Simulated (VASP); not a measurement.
A run of VASP 6.6.1 is set up as follows.

Contents of POSCAR:

```
GaN                                     
1.0
    3.1802303026      0.0000000000      0.0000000000
   -1.5901151513      2.7541602278      0.0000000000
    0.0000000000      0.0000000000      5.1832172877
  Ga              N             
     2     2
Direct
     0.3333333300000021    0.6666666699999979    0.9992402474009704
     0.6666666699999979    0.3333333300000021    0.4992402474009704
     0.3333333300000021    0.6666666699999979    0.3757597525990296
     0.6666666699999979    0.3333333300000021    0.8757597525990296
```

File INCAR.step1:

```
ALGO = Normal
EDIFF = 1E-5
ENCUT = 520
GGA = PE
ISIF = 2
ISMEAR = 0
KPAR = 4
LASPH = T
LCHARG = F
LREAL = F
LWAVE = T
NBANDS = 26
NELM = 80
PREC = Accurate
SIGMA = 0.03
```

INCAR.step2

```
ALGO = Normal
EDIFF = 1E-7
ENCUT = 520
GGA = PE
HFSCREEN = 0.2
ISIF = 2
ISMEAR = 0
ISTART = 1
KPAR = 4
LASPH = T
LCHARG = F
LHFCALC = T
LREAL = F
LWAVE = F
NBANDS = 26
NELM = 80
PREC = Accurate
PRECFOCK = Fast
SIGMA = 0.03
```

File KPOINTS:

```
k-points
0
Gamma
  6 6 3
```

Contents of KPOINTS_OPT:

```
explicit points
6
Reciprocal
 0.0000000000  0.0000000000  0.0000000000 1
 0.0000000000  0.0000000000  0.5000000000 1
 0.3333333333  0.3333333333  0.5000000000 1
 0.3333333333  0.3333333333  0.0000000000 1
 0.5000000000  0.0000000000  0.5000000000 1
 0.5000000000  0.0000000000  0.0000000000 1
```

Potentials or basis: VASP PAW PBE potentials, release 64 (Ga_d, N).

Launch:

```bash
$ cat potpaw_PBE.64/Ga_d/POTCAR potpaw_PBE.64/N/POTCAR > POTCAR
$ cp INCAR.step1 INCAR
$ mpirun -np 4 vasp_std > vasp.out
$ cp INCAR.step2 INCAR
$ mpirun -np 4 vasp_std > vasp.out
```

What does it give for the band gap on the k mesh?

3.25 eV, direct.

What does it give for the largest force?

0.020 eV/Å.

Predict the pressure.

0.2 GPa.

Predict the band gap along the path.

3.25 eV, direct.

Forces in eV/Å, atoms in the order of the input:
```
Ga   0.000  0.000 -0.020
Ga   0.000  0.000 -0.020
N    0.000  0.000  0.020
N    0.000  0.000  0.020
```

Caveat: the PAW data sets were made with another functional, which shifts forces and pressure a little.

**The experiment to reproduce.**

“Studying electronic properties in GaN without electrical contacts using γ-γ vs e−-γ Perturbed Angular Correlations”, 2019, pmc:6823545 quotes, for a bulk crystal of GaN: band gap 3.503 ± 0.005 eV (direct).

Against the measured gap of GaN, 3.503 eV (direct; quoted in “Studying electronic properties in GaN without electrical contacts using γ-γ vs e−-γ Perturbed Angular Correlations”, 2019, pmc:6823545), the calculated 3.25 eV is off by -0.26 eV. Spin-orbit coupling on Ga is left out. The value is that of HSE06, without temperature or zero-point motion.
